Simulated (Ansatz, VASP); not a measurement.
# MgS in VASP and in Ansatz

INCAR

```
SYSTEM = MgS
PREC     = Accurate       ! precision mode
ENCUT    = 520            ! plane-wave cutoff, eV
EDIFF    = 1E-7           ! SCF threshold, eV
ISMEAR   = 0              ! smearing method
SIGMA    = 0.1            ! smearing width, eV
LREAL    = .False.        ! projectors in reciprocal space
LASPH    = .True.         ! aspherical terms in the spheres
NELM     = 60             ! most SCF steps
ALGO     = Normal         ! electronic algorithm
ISIF     = 2              ! what is computed and relaxed
LWAVE    = .False.        ! write WAVECAR
LCHARG   = .True.         ! write CHGCAR
GGA      = PE             ! functional
LELF     = .True.         ! ELF
LVHAR    = .True.       
NBANDS   = 11             ! bands
```

The input KPOINTS:

```
regular mesh
0
Gamma
  6 6 6
  0 0 0
```

Contents of POSCAR:

```
MgS
1.0
    0.0000000000      2.6016500000      2.6016500000
    2.6016500000      0.0000000000      2.6016500000
    2.6016500000      2.6016500000      0.0000000000
Mg S
1 1
Direct
    0.0000000000      0.0000000000      0.0000000000
    0.5000000000      0.5000000000      0.5000000000
```

Input for Ansatz:

```yaml
crystal:
  lattice:
    - [0.0, 2.60165, 2.60165]
    - [2.60165, 0.0, 2.60165]
    - [2.60165, 2.60165, 0.0]
  atoms:
    - { symbol: Mg, position: [0.0, 0.0, 0.0] }
    - { symbol: S, position: [0.5, 0.5, 0.5] }
basis:
  ecutwfc: 420
kpoints:
  mp_grid: { grid: [6, 6, 6] }
hamiltonian:
  xc: pbe
scf:
  occupations: { method: gaussian, width: 0.1 }
output:
  forces: true
  stress: true
  eigenvalues: true
```

Alike in both runs: task single point; functional PBE; k mesh 6 × 6 × 6; occupations gaussian, width 0.1 eV; no spin polarisation.

|  | VASP | Ansatz |
| --- | --- | --- |
| version | VASP 6.6.1 | Ansatz 0.2.0 |
| potentials or method | VASP PAW PBE potentials, release 64 (Mg, S) | scalar-relativistic, plane waves, PAW |
| plane-wave cutoff (eV) | 520 | 420 |
| valence electrons in the cell | 8 | 16 |

Ansatz gave:

- gap on the k mesh at the Fermi level (eV): 2.79
- least direct gap on the mesh (eV): 3.72
- pressure (GPa): 1.2

Estimate VASP's values.

gap on the k mesh at the Fermi level (eV): 2.77; least direct gap on the mesh (eV): 3.71; pressure (GPa): 0.9.

With one functional, cell and mesh, what is left measures potentials, basis and numerics. The two sets of potentials don't hold the same shells in valence.

A k mesh can miss the band edges.
